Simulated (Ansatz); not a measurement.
# NaCl: the cost of one run

Method: DFT PBE, scalar-relativistic, plane waves, PAW, in Ansatz 0.2.0.

3 further runs of the same task are left out: 3 set aside as unsound or not needed.

## Step 1: The structure to begin with

The cell holds 24 atoms (Cl12Na12): a = 9.187 Å, b = 8.559 Å, c = 9.208 Å, α = 93.92°, β = 94.57°, γ = 89.79°.

It is the last frame of an earlier stage of the same melt, run at 700 K.

The coordinates stand in the first input below.

## Step 2: Stage at 300 K

One k point, a Fermi-Dirac width of 0.050 eV and a fixed cell.

Input file input.yaml:

```yaml
crystal:
  lattice:
    - [9.180153, 0.010144, -0.366357]
    - [0.010144, 8.553307, -0.303106]
    - [-0.366357, -0.303106, 9.195481]
  atoms:
    - { symbol: Na, position: [0.9405725781, 0.382334819, 0.3900111625] }
    - { symbol: Na, position: [0.4543580802, 0.8629273562, 0.7420415756] }
    - { symbol: Na, position: [0.7182998926, 0.7048874065, 0.2615840157] }
    - { symbol: Na, position: [0.34620663, 0.4267908933, 0.1482489018] }
    - { symbol: Na, position: [0.2192764854, 0.8313315297, 0.276138764] }
    - { symbol: Na, position: [0.1289999878, 0.1678476912, 0.6182811149] }
    - { symbol: Na, position: [0.6825691477, 0.1213428581, 0.0451021313] }
    - { symbol: Na, position: [0.8103393954, 0.9476730877, 0.6061426007] }
    - { symbol: Na, position: [0.6628384095, 0.4970188887, 0.902302717] }
    - { symbol: Na, position: [0.1284694027, 0.5718959104, 0.7304251895] }
    - { symbol: Na, position: [0.4986032458, 0.2938885296, 0.5157570139] }
    - { symbol: Na, position: [0.0695106776, 0.9784373933, 0.9893402852] }
    - { symbol: Cl, position: [0.8978439946, 0.2042286264, 0.8192397204] }
    - { symbol: Cl, position: [0.3613574827, 0.5796259326, 0.8926359577] }
    - { symbol: Cl, position: [0.2312501462, 0.422278871, 0.4950940133] }
    - { symbol: Cl, position: [0.8382816031, 0.5354904455, 0.6141161609] }
    - { symbol: Cl, position: [0.7021600192, 0.8104328611, 0.9964153863] }
    - { symbol: Cl, position: [0.4925998292, 0.1877143359, 0.7464949408] }
    - { symbol: Cl, position: [0.0793054868, 0.5635652125, 0.1587510934] }
    - { symbol: Cl, position: [0.1194500647, 0.8969658906, 0.6752991915] }
    - { symbol: Cl, position: [0.5408741008, 0.8709168542, 0.446285877] }
    - { symbol: Cl, position: [0.3101589971, 0.0552105828, 0.108815865] }
    - { symbol: Cl, position: [0.6656326734, 0.3894009594, 0.2010270776] }
    - { symbol: Cl, position: [0.9305112201, 0.0757117966, 0.3531409802] }
  symmetry: { detect: false }
basis:
  ecutwfc: 420
  xc_grid: 1
kpoints:
  mp_grid: { grid: [1, 1, 1], shift: [0.0, 0.0, 0.0] }
hamiltonian:
  xc: pbe
scf:
  occupations: { method: fermi_dirac, width: 0.05 }
  lower_state_search: "off"
  convergence: { dr2_threshold: 1.0e-05 }
output:
  forces: true
  stress: true
md:
  timestep: 3.0
  n_steps: 222
  ensemble: nvt_langevin
  friction: 0.03
  temperature: 300.0
  initial_velocities: maxwell_boltzmann
  seed: 64598
```

On the command line:

```
$ ansatz run input.yaml --threads 2 --pin off --max-ram 5120MiB --backend cpu --events-out ev --progress --plain --runs-dir out
```

**Question.** How long does this run take on 2 threads of Arm Neoverse V1, shared host, and how much memory does it need?

About 6.6 min, with a peak of 0.59 GiB.
